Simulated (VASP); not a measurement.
# How uniaxial stress along [111] changes GaN (F-43m), part 2 of 2

How do the elastic response and the band edges of GaN follow uniaxial stress along [111]?

VASP 6.6.1, plane waves and PAW; the level of theory is named at each step.

So far: The starting structure; Relax the crystal, LDA; Strain across the axis, LDA; Band edges, HSE06.

## 5. All members

Hybrid runs start from orbitals of a short LDA run, not shown.

Runs beyond LDA use the data sets made with LDA; this shifts their levels slightly, and their total energies have another zero.

The other members went through these steps as far as the tables show, with the same cutoff and, step by step, the same mesh; 37 runs are not shown. The session took 3.7 core hours (wall time by ranks) on a shared machine.

```
strain along the axis (%)  strain across the axis (%)  stress along the axis, tension positive (GPa)  energy above the unstrained row (meV/atom)  gap on the mesh, LDA (eV)
                   -2.000                       0.393                                         -7.661                                       5.498                      1.895
                   -1.500                       0.291                                         -5.743                                       3.114                      1.909
                   -1.000                       0.192                                         -3.844                                       1.419                      1.922
                   -0.500                       0.095                                         -1.922                                       0.380                      1.932
                        0                       0.000                                         -0.010                                       0.000                      1.940
                    0.500                      -0.090                                          1.895                                       0.291                      1.905
                    1.000                      -0.180                                          3.775                                       1.234                      1.868
                    1.500                      -0.263                                          5.645                                       2.810                      1.828
                    2.000                      -0.349                                          7.506                                       5.035                      1.787
```

Slopes at zero strain, from cubics through all rows: strain ratio -0.185, stress over strain 381 GPa.

Band edges at HSE06, counted from the valence-band top at Γ, with one row partly withheld:

```
strain along the axis (%)  gap (eV)  conduction band at Γ (eV)  Δ or X valley along z (eV)  Δ or X valley along x (eV)  lowest conduction level at L, [111] (eV)  lowest conduction level at L, [-111] (eV)  second valence level below the top (eV)  third valence level below the top (eV)
                   -2.000     3.192                      3.192                       4.379                       4.379                                     6.077                                      6.393                                    0.157                                   0.157
                   -1.500     3.202                      3.202                       4.411                       4.411                                     6.141                                      6.378                                    0.117                                   0.117
                   -1.000     3.211                      3.211                       4.440                       4.440                                         ?                                      6.362                                    0.078                                   0.078
                   -0.500     3.217                      3.217                       4.467                       4.467                                     6.266                                      6.345                                    0.039                                   0.039
                        0     3.221                      3.221                       4.492                       4.492                                     6.327                                      6.327                                    0.000                                   0.000
                    0.500     3.183                      3.183                       4.475                       4.475                                     6.348                                      6.270                                    0.000                                   0.039
                    1.000     3.143                      3.143                       4.457                       4.457                                     6.368                                      6.212                                    0.000                                   0.078
                    1.500     3.100                      3.100                       4.437                       4.437                                     6.387                                      6.152                                    0.000                                   0.116
                    2.000     3.055                      3.055                       4.416                       4.416                                     6.405                                      6.093                                    0.000                                   0.153
```

Conduction masses, in electron masses:

```
strain along the axis (%)  conduction mass at Γ, along the strain axis or the normal of the plane  conduction mass at Γ, across the strain axis or in the plane
                   -2.000                                                                   0.220                                                         0.200
                   -1.500                                                                   0.214                                                         0.201
                   -1.000                                                                   0.210                                                         0.201
                   -0.500                                                                   0.207                                                         0.201
                        0                                                                   0.202                                                         0.202
                    0.500                                                                   0.197                                                         0.202
                    1.000                                                                   0.193                                                         0.202
                    1.500                                                                   0.188                                                         0.202
                    2.000                                                                   0.184                                                         0.203
```

## 6. A fit to the known rows

The quantity to fit is the splitting of the lowest conduction levels at the L points ([111] less [-111]) at HSE06: -0.316, -0.237, -0.079, 0.000, 0.078, 0.157, 0.235, 0.312 eV in the rows shown.

Fitting a parabola to the 8 known rows (d: strain along the axis less the strain across it, in %) gives E = 1.88e-4 d² + 0.1325 d + 1.03e-4 in eV; the residuals are 1.6e-4 eV r.m.s.

At d = -1.192 this predicts -0.1575 eV.

## 7. Checking the prediction

The calculation gives -0.1575 eV, so the prediction is right to the last digit shown.

The splitting is Ξu times 8/9 of d, with d as a fraction, so the linear term gives Ξu = 14.9 eV.

## 8. Results

```
Poisson ratio                                                       : 0.185
Young's modulus along the axis                                      : 381 GPa
gap of the unstrained cell, HSE06                                   : 3.22 eV
shear deformation potential Ξu of the lowest conduction levels at L : 14.9 eV
error of the predicted row                                          : 0.0 meV
```

**Reading.** As a check, the curvature of the energy gives 380 GPa for the same modulus (energy per volume = E/2 × strain²), 0 % from the slope of the stress. The energy also has a linear term worth 0.12 GPa that the stress column lacks, a mark of the finite basis. At HSE06 the lowest conduction valley is Γ throughout, and the gap runs between 3.06 and 3.22 eV. Hole masses are left out throughout, since the top bands are degenerate or cross in many series; of conduction masses, those of the Γ, L and (for Si and Ge under (001) strain) Δ valleys are kept where they change by under an eighth between rows. HSE06 ran on a coarser mesh than the semilocal levels. Spin-orbit coupling is left out at HSE06, so the valence splittings there lack it. Δ or X levels are the lowest on their line, refined by a parabola unless they lie at X; the gap is read from all points sampled and can differ from the lowest valley by some meV, or by tens of meV where strain moves the valence top off Γ. Temperature, zero-point motion and excitons are left out.

[Lines on the potential files, build, host, timing and source positions are cut from VASP's logs without a mark.]

[Logs are printed without paths, hosts, clocks, repeated set-up lines and the standing remarks that a program may print on its own settings, such as how far it seeks lower states.]

[Hosts, paths, dates, database ids (printed as entryN), source tags and the programs' standing remarks are cut or masked in the printed files.]

[In band tables of VASP the shares of atoms and orbitals are scaled to a sum of 1 inside the atoms' spheres.]
